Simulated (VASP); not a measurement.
# CdS (Hawleyite) (F-43m) in VASP: notebook

One crystal, CdS (Hawleyite), is run at these levels: PBE, HSE06; tasks: evGW0 quasiparticle levels, band structure.

Everything below comes from runs of VASP 6.6.1. Logs are shortened: lines on timing, memory, paths and dates and some standing lists are left out, and cuts for length are marked.

## Step 1: Starting point

Symmetry: F-43m, No. 216, cubic system. Conventional cell: a = 5.835 Å, b = 5.835 Å, c = 5.835 Å, α = 90.00°, β = 90.00°, γ = 90.00°. Cd (site symmetry -43m) is surrounded by 4 S at 2.53 Å. Around S (site symmetry -43m) lie 4 Cd at 2.53 Å.

## Step 2: EvGW0 quasiparticle levels, PBE

Contents of POSCAR:

```
CdS                                     
1.0
   -0.0000000000      2.9176352624      2.9176352624
    2.9176352624      0.0000000000      2.9176352624
    2.9176352624      2.9176352624      0.0000000000
  Cd              S             
     1     1
Direct
     0.0000000000000000    0.0000000000000000    1.0000000000000000
     0.2500000000000000    0.2500000000000000    0.2500000000000000
```

Contents of INCAR.step1:

```
SYSTEM = CdS
PREC = Accurate
ENCUT = 500
EDIFF = 1E-8
ISMEAR = 0
SIGMA = 0.01
LREAL = .FALSE.
LASPH = .TRUE.
NELM = 80
ALGO = Normal
LWAVE = .TRUE.
LCHARG = .FALSE.
GGA = PE
KPAR = 4
```

Contents of INCAR.step2:

```
SYSTEM = CdS
PREC = Accurate
ENCUT = 500
EDIFF = 1E-8
ISMEAR = 0
SIGMA = 0.01
LREAL = .FALSE.
LASPH = .TRUE.
NELM = 1
ALGO = Exact
LWAVE = .TRUE.
LCHARG = .FALSE.
GGA = PE
KPAR = 4
NBANDS = 194
LOPTICS = .TRUE.
ISTART = 1
```

Contents of INCAR.step3:

```
SYSTEM = CdS
PREC = Accurate
ENCUT = 500
EDIFF = 1E-8
ISMEAR = 0
SIGMA = 0.01
LREAL = .FALSE.
LASPH = .TRUE.
ALGO = EVGW0
LWAVE = .FALSE.
LCHARG = .FALSE.
GGA = PE
KPAR = 4
NELMGW = 4
NBANDS = 194
ENCUTGW = 150
NOMEGA = 48
PRECFOCK = Fast
ISTART = 1
NBANDSGW = 17
```

Contents of KPOINTS:

```
Automatic mesh
0
G
  4 4 4
  0 0 0
```

Potentials or basis: VASP PAW PBE potentials, release 64 (Cd_GW, S_GW).

On the command line:

```
$ cat potpaw_PBE.64/Cd_GW/POTCAR potpaw_PBE.64/S_GW/POTCAR > POTCAR
$ cp INCAR.step1 INCAR
$ mpirun -np 4 vasp_std > vasp.out
$ cp INCAR.step2 INCAR
$ mpirun -np 4 vasp_std > vasp.out
$ cp INCAR.step3 INCAR
$ mpirun -np 4 vasp_std > vasp.out
```

OUTCAR:

```text
SYSTEM = CdS
   PREC = Accurate
   ENCUT = 500
   EDIFF = 1E-8
   ISMEAR = 0
   LREAL = .FALSE.
   LASPH = .TRUE.
   GGA = PE
   NELMGW = 4
   ENCUTGW = 150
   PRECFOCK = Fast
   ISTART = 1

 ion  position               nearest neighbor table
   1  0.000  0.000  0.000-   2 2.53   2 2.53   2 2.53   2 2.53
   2  0.250  0.250  0.250-   1 2.53   1 2.53   1 2.53   1 2.53

  LATTYP: Found a face centered cubic cell.
 ALAT       =     5.8352705248

  Lattice vectors:

 A1 = (   0.0000000000,   2.9176352624,   2.9176352624)
 A2 = (   2.9176352624,   0.0000000000,   2.9176352624)
 A3 = (   2.9176352624,   2.9176352624,   0.0000000000)

Analysis of symmetry for initial positions (statically):
=====================================================================
 Subroutine PRICEL returns:
 Original cell was already a primitive cell.

 Routine SETGRP: Setting up the symmetry group for a
 face centered cubic supercell.

 Subroutine GETGRP returns: Found 24 space group operations
 (whereof 24 operations were pure point group operations)
 out of a pool of 48 trial point group operations.

The static configuration has the point symmetry T_d .

Analysis of symmetry for dynamics (positions and initial velocities):
=====================================================================
 Subroutine PRICEL returns:
 Original cell was already a primitive cell.

 Routine SETGRP: Setting up the symmetry group for a
 face centered cubic supercell.

 Subroutine GETGRP returns: Found 24 space group operations
 (whereof 24 operations were pure point group operations)
 out of a pool of 48 trial point group operations.

The dynamic configuration has the point symmetry T_d .

 Subroutine INISYM returns: Found 24 space group operations
 (whereof 24 operations are pure point group operations),
 and found     1 'primitive' translations

----------------------------------------------------------------------------------------

                                     Primitive cell

  volume of cell :      49.6733

  direct lattice vectors                    reciprocal lattice vectors
     0.000000000  2.917635262  2.917635262    -0.171371661  0.171371661  0.171371661
     2.917635262  0.000000000  2.917635262     0.171371661 -0.171371661  0.171371661
     2.917635262  2.917635262  0.000000000     0.171371661  0.171371661 -0.171371661

  length of vectors
     4.126159358  4.126159358  4.126159358     0.296824423  0.296824423  0.296824423

  position of ions in fractional coordinates (direct lattice)
     0.000000000  0.000000000  0.000000000
     0.250000000  0.250000000  0.250000000

  ion indices of the primitive-cell ions
   primitive index   ion index
                 1           1
                 2           2

----------------------------------------------------------------------------------------

 KPOINTS: Automatic mesh

Automatic generation of k-mesh.
 Grid dimensions read from file:
 generate k-points for:    4    4    4

 Generating k-lattice:

  Cartesian coordinates                     Fractional coordinates (reciprocal lattice)
    -0.042842915  0.042842915  0.042842915     0.250000000  0.000000000  0.000000000
     0.042842915 -0.042842915  0.042842915     0.000000000  0.250000000  0.000000000
     0.042842915  0.042842915 -0.042842915     0.000000000  0.000000000  0.250000000

  Length of vectors
     0.074206106  0.074206106  0.074206106

  Shift w.r.t. Gamma in fractional coordinates (k-lattice)
     0.000000000  0.000000000  0.000000000

 Subroutine IBZKPT returns following result:
 ===========================================

 Found      8 irreducible k-points:

 Following reciprocal coordinates:
            Coordinates               Weight
  0.000000  0.000000  0.000000      1.000000
  0.250000  0.000000  0.000000      8.000000
  0.500000  0.000000  0.000000      4.000000
  0.250000  0.250000  0.000000      6.000000
  0.500000  0.250000  0.000000     24.000000
 -0.250000  0.250000  0.000000     12.000000
  0.500000  0.500000  0.000000      3.000000
 -0.250000  0.500000  0.250000      6.000000
   k-points           NKPTS =      8   k-points in BZ     NKDIM =     64   number of bands    NBANDS=    194
   number of dos      NEDOS =    301   number of ions     NIONS =      2
   total plane-waves  NPLWV =  27000
   dimension x,y,z NGX =    30 NGY =   30 NGZ =   30
   dimension x,y,z NGXF=    60 NGYF=   60 NGZF=   60
   ions per type =               1   1
   NGX,Y,Z   is equivalent  to a cutoff of  12.09, 12.09, 12.09 a.u.
   NGXF,Y,Z  is equivalent  to a cutoff of  24.17, 24.17, 24.17 a.u.
 SYSTEM =  CdS
   PREC   = accura    normal or accurate (medium, high low for compatibility)
   ISTART =      1    job   : 0-new  1-cont  2-samecut
   ICHARG =      0    charge: 1-file 2-atom 10-const
   ISPIN  =      1    spin polarized calculation?
   LNONCOLLINEAR =      F non collinear calculations
   LSORBIT =      F    spin-orbit coupling
   LASPH  =      T    aspherical Exc in radial PAW
   ENCUT  =  500.0 eV  36.75 Ry    6.06 a.u.   7.52  7.52  7.52*2*pi/ulx,y,z
   NELM   =     60;   NELMIN=  2; NELMDL=  0     # of ELM steps
   EDIFF  = 0.1E-07   stopping-criterion for ELM
   LREAL  =      F    real-space projection
   EDIFFG = 0.1E-06   stopping-criterion for IOM
   NSW    =      0    number of steps for IOM
   IBRION =     -1    ionic relax: 0-MD 1-quasi-New 2-CG
   NFREE  =      0    steps in history (QN), initial steepest desc. (CG)
   ISIF   =      0    stress and relaxation
   ISYM   =      3    0-nonsym 1-usesym 2-fastsym
   POTIM  = 0.5000    time-step for ionic-motion
   TEBEG  =    0.0;   TEEND  =   0.0 temperature during run
   PSTRESS=    0.0 pullay stress
   NELECT =      18.0000    total number of electrons
   NUPDOWN=      -1.0000    fix difference up-down
   EMIN   =  10.00;   EMAX   =-10.00  energy-range for DOS
   EFERMI =   0.00;   METHOD = LEGACY
   ISMEAR =     0;   SIGMA  =   0.01  broadening in eV -4-tet -1-fermi 0-gaus
   EFERMI_NEDOS =   21; number of points for ismear=-14 and -15
   IALGO  =     38    algorithm
   IMIX   =      4    mixing-type and parameters
     AMIX     =   0.40;   BMIX     =  1.00
     AMIX_MAG =   1.60;   BMIX_MAG =  1.00
  volume/ion in A,a.u.               =      24.84       167.61
  Fermi-wavevector in a.u.,A,eV,Ry     =   1.167145  2.205583 18.534217  1.362227
  Thomas-Fermi vector in A             =   2.303649
   LORBIT       =      0    0 simple, 1 ext, 2 COOP (PROOUT), +10 PAW based schemes
   GGA     = PE    functional components
   LHFCALC =     T    Hartree Fock is set to
   PRECFOCK=fast      Normal, Fast or Accurate (Low or Medium for compatibility)
   ENCUT4O =  -1.0   cutoff for four orbital integrals eV
   NKREDX  =     1    reduce k-point grid by
   NKREDY  =     1    reduce k-point grid by
   NKREDZ  =     1    reduce k-point grid by
   AEXX    =    1.0000 exact exchange contribution
   HFSCREEN=    0.0000 screening length (either q_TF or 0.3 A-1)
   HFSCREENC=   0.0000 screening length for correlation (either q_TF or 0.3 A-1)
   ENCUTFOCK=  -1.0 apply spherical cutoff to Coloumb kernel
   IVDW    =     0    specifies the selected vdW correction
   LEPSILON=     F    determine dielectric tensor
   LRPA    =     F    only Hartree local field effects (RPA)
   LRPAFORCE           =     F    calculate RPA forces
   ENCUTGW             = 150.0    cutoff for response function in eV
   ENCUTGWSOFT         = 120.0    soft cutoff for Coulomb kernel in GW response function in eV
   ENCUTLF             =  -1.0    cutoff for local field effects
   NELMGW              =     4    number of iterations in solving QP/BSE equation
   NELMHF              =     1    number of iterations in the inner HF iteration
   NKREDLFX            =     1    NKREDLFY  =   1   NKREDLFZ  =   1
 non-spin polarized calculation
 Gauss-broadening in eV      SIGMA  =   0.01
  energy-cutoff  :      500.00
  volume of cell :       49.67
 maximum number of plane-waves:      1283
  NGX = 18; NGY = 18; NGZ = 18
   NGX = 15   NGY = 15   NGZ = 15
 maximum number of plane-waves:       211
 NGX is ok and might be reduce to    18

 QP shifts <psi_nk| G(iteration)W_0 |psi_nk>: iteration 1
 for sc-GW calculations column KS-energies equals QP-energies in previous step
 and V_xc(KS)=  KS-energies - (<T + V_ion + V_H > + <T+V_H+V_ion>^1  + <V_x>^1)

 k-point   1 :       0.0000    0.0000    0.0000
  band No.  KS-energies  QP-energies   sigma(KS)   V_xc(KS)     V^pw_x(r,r')   Z            occupation Imag(sigma)

      1      -9.6965     -10.1521     -13.7494     -13.0003     -20.9166       0.6082       2.0000       1.0156
      2      -5.0790      -6.9012     -17.7896     -15.1659     -22.9128       0.6946       2.0000       0.2843
      3      -5.0790      -6.9012     -17.7896     -15.1659     -22.9128       0.6946       2.0000       0.2843
      4      -5.0790      -6.9012     -17.7896     -15.1659     -22.9128       0.6946       2.0000       0.2843
      5      -4.6030      -6.5495     -18.2603     -15.4971     -23.2406       0.7044       2.0000       0.2394
      6      -4.6030      -6.5495     -18.2603     -15.4971     -23.2406       0.7044       2.0000       0.2394
[... 144 lines left out ...]
      4      -4.6416      -6.5797     -18.2570     -15.5095     -23.2790       0.7054       2.0000       0.2551
      5      -4.5955      -6.5321     -18.1966     -15.4518     -23.1866       0.7056       2.0000       0.2446
      6      -3.9724      -5.7687     -18.2110     -15.6643     -23.1987       0.7053       2.0000       0.2768
[... 9 lines left out ...]
     16      15.7453      16.2709     -10.9995     -11.7144      -5.1506       0.7351       0.0000      -0.4408
     17      15.9174      16.3738     -10.1272     -10.7443      -4.2908       0.7396       0.0000      -0.4281

 QP shifts <psi_nk| G(iteration)W_0 |psi_nk>: iteration 2

 k-point   1 :       0.0000    0.0000    0.0000
  band No. old QP-enery  QP-energies   sigma(KS)   T+V_ion+V_H  V^pw_x(r,r')   Z            occupation Imag(sigma)

      1     -10.1521     -10.4109     -13.8760       3.3038     -20.9166       0.6161       2.0000       0.9223
      2      -6.9012      -7.4048     -17.7119      10.0870     -22.9128       0.6957       2.0000       0.3042
      3      -6.9012      -7.4048     -17.7119      10.0870     -22.9128       0.6957       2.0000       0.3042
      4      -6.9012      -7.4048     -17.7119      10.0870     -22.9128       0.6957       2.0000       0.3042
      5      -6.5495      -7.0821     -18.2008      10.8941     -23.2406       0.7034       2.0000       0.2353
      6      -6.5495      -7.0821     -18.2008      10.8941     -23.2406       0.7034       2.0000       0.2353
[... 144 lines left out ...]
      4      -6.5797      -7.0961     -18.1807      10.8679     -23.2790       0.7045       2.0000       0.2587
      5      -6.5321      -7.0587     -18.1353      10.8564     -23.1866       0.7052       2.0000       0.2442
      6      -5.7687      -6.2304     -18.1169      11.6919     -23.1987       0.7035       2.0000       0.2986
[... 9 lines left out ...]
     16      16.2709      16.3360     -11.1004      27.4598      -5.1506       0.7364       0.0000      -0.4807
     17      16.3738      16.4361     -10.2037      26.6617      -4.2908       0.7395       0.0000      -0.4535

 QP shifts <psi_nk| G(iteration)W_0 |psi_nk>: iteration 3

 k-point   1 :       0.0000    0.0000    0.0000
  band No. old QP-enery  QP-energies   sigma(KS)   T+V_ion+V_H  V^pw_x(r,r')   Z            occupation Imag(sigma)

      1     -10.4109     -10.5030     -13.8640       3.3038     -20.9166       0.6171       2.0000       0.9232
      2      -7.4048      -7.5422     -17.6891      10.0870     -22.9128       0.6963       2.0000       0.3123
      3      -7.4048      -7.5422     -17.6891      10.0870     -22.9128       0.6963       2.0000       0.3123
      4      -7.4048      -7.5422     -17.6891      10.0870     -22.9128       0.6963       2.0000       0.3123
      5      -7.0821      -7.2279     -18.1834      10.8941     -23.2406       0.7035       2.0000       0.2347
      6      -7.0821      -7.2279     -18.1834      10.8941     -23.2406       0.7035       2.0000       0.2347
[... 144 lines left out ...]
      4      -7.0961      -7.2360     -18.1625      10.8679     -23.2790       0.7051       2.0000       0.2599
      5      -7.0587      -7.2018     -18.1180      10.8564     -23.1866       0.7053       2.0000       0.2446
      6      -6.2304      -6.3524     -18.0957      11.6919     -23.1987       0.7036       2.0000       0.3061
[... 9 lines left out ...]
     16      16.3360      16.3428     -11.1145      27.4598      -5.1506       0.7369       0.0000      -0.4870
     17      16.4361      16.4441     -10.2148      26.6617      -4.2908       0.7398       0.0000      -0.4583

 QP shifts <psi_nk| G(iteration)W_0 |psi_nk>: iteration 4

 k-point   1 :       0.0000    0.0000    0.0000
  band No. old QP-enery  QP-energies   sigma(KS)   T+V_ion+V_H  V^pw_x(r,r')   Z            occupation Imag(sigma)

      1     -10.5030     -10.5323     -13.8544       3.3038     -20.9166       0.6164       2.0000       0.9269
      2      -7.5422      -7.5795     -17.6827      10.0870     -22.9128       0.6967       2.0000       0.3148
      3      -7.5422      -7.5795     -17.6827      10.0870     -22.9128       0.6967       2.0000       0.3148
      4      -7.5422      -7.5795     -17.6827      10.0870     -22.9128       0.6967       2.0000       0.3148
      5      -7.2279      -7.2675     -18.1783      10.8941     -23.2406       0.7037       2.0000       0.2345
      6      -7.2279      -7.2675     -18.1783      10.8941     -23.2406       0.7037       2.0000       0.2345
[... 143 lines left out ...]
      3      -7.3621      -7.3990     -17.9879      10.5733     -23.1838       0.7034       2.0000       0.2963
      4      -7.2360      -7.2739     -18.1576      10.8679     -23.2790       0.7053       2.0000       0.2602
      5      -7.2018      -7.2407     -18.1133      10.8564     -23.1866       0.7053       2.0000       0.2447
      6      -6.3524      -6.3850     -18.0906      11.6919     -23.1987       0.7035       2.0000       0.3083
[... 9 lines left out ...]
     16      16.3428      16.3429     -11.1168      27.4598      -5.1506       0.7367       0.0000      -0.4880
     17      16.4441      16.4448     -10.2167      26.6617      -4.2908       0.7398       0.0000      -0.4592
```

Wall time 3.3 min (4 MPI ranks of Intel Xeon 6975P-C (Granite Rapids), shared host); peak memory 0.48 GiB.

Results:

| Item | Value |
| --- | --- |
| Band gap on the k mesh, mean-field level | 1.13 eV, direct |
| Quasiparticle gap | 2.13 eV |
| Least direct quasiparticle gap | 2.13 eV |

Levels at points of the mesh, in eV from the valence-band top:
```csv
k point,band 5,band 6,band 7,band 8,band 9,band 10,band 11,band 12,band 13
"(0.00, 0.00, 0.00)",-7.27,-7.27,0.00,0.00,0.00,1.13,6.51,6.51,6.51
"(0.50, 0.00, 0.00)",-7.23,-6.88,-4.40,-0.75,-0.75,3.00,6.98,6.98,7.45
"(0.50, 0.50, 0.00)",-7.18,-6.82,-3.95,-1.88,-1.88,3.55,4.34,9.18,10.75
```

Quasiparticle gap after each update of the energies (eV): 1.93, 2.09, 2.12, 2.13

Caveat: the k mesh is coarse (spacing up to 0.47 Å⁻¹), so the values aren't converged; bands, screening cutoff and mesh are small and nothing is extrapolated, so the quasiparticle values aren't converged.

## Step 3: Band structure, PBE

Contents of INCAR:

```
SYSTEM = CdS
PREC = Accurate
ENCUT = 520
EDIFF = 1E-6
ISMEAR = 0
SIGMA = 0.03
LREAL = .FALSE.
LASPH = .TRUE.
NELM = 80
ALGO = Fast
ISIF = 2
LWAVE = .FALSE.
LCHARG = .FALSE.
GGA = PE
NBANDS = 16
KPAR = 4
```

Contents of KPOINTS:

```
Automatic mesh
0
G
  6 6 6
  0 0 0
```

Contents of POSCAR:

```
CdS                                     
1.0
    0.0000000000      2.9176352623      2.9176352623
    2.9176352623      0.0000000000      2.9176352623
    2.9176352623      2.9176352623      0.0000000000
  Cd              S             
     1     1
Direct
     1.0000000000000000    1.0000000000000000    1.0000000000000000
     0.2500000000000000    0.2500000000000000    0.2500000000000000
```

Contents of KPOINTS_OPT:

```
explicit points
6
Reciprocal
 0.0000000000  0.0000000000  0.0000000000 1
 0.3750000000  0.3750000000  0.7500000000 1
 0.5000000000  0.5000000000  0.5000000000 1
 0.6250000000  0.2500000000  0.6250000000 1
 0.5000000000  0.2500000000  0.7500000000 1
 0.5000000000  0.0000000000  0.5000000000 1
```

Potentials or basis: VASP PAW PBE potentials, release 64 (Cd, S).

On the command line:

```
$ cat potpaw_PBE.64/Cd/POTCAR potpaw_PBE.64/S/POTCAR > POTCAR
$ mpirun -np 4 vasp_std > vasp.out
```

Run time: 3.9 s. Hardware: 4 MPI ranks of AMD EPYC 9R45 (Zen 5), shared host; peak memory 0.16 GiB.

Results (log left out):

```
Free energy             : -6.1202 eV
Pressure                : 3.2 GPa
Band gap on the k mesh  : 1.15 eV, direct
Band gap along the path : 1.15 eV, direct
```

Levels at points of the mesh, in eV from the valence-band top:
```csv
k point,band 7,band 8,band 9,band 10,band 11,band 12
"(0.00, 0.00, 0.00)",0.00,0.00,0.00,1.15,6.55,6.55
"(0.50, 0.00, 0.00)",-4.40,-0.75,-0.75,3.01,7.01,7.01
"(0.50, 0.50, 0.00)",-3.95,-1.88,-1.88,3.55,4.35,9.23
```

PBE gaps usually lie below the measured ones, often by a third to a half.

(Continued in part 2 of 2.)
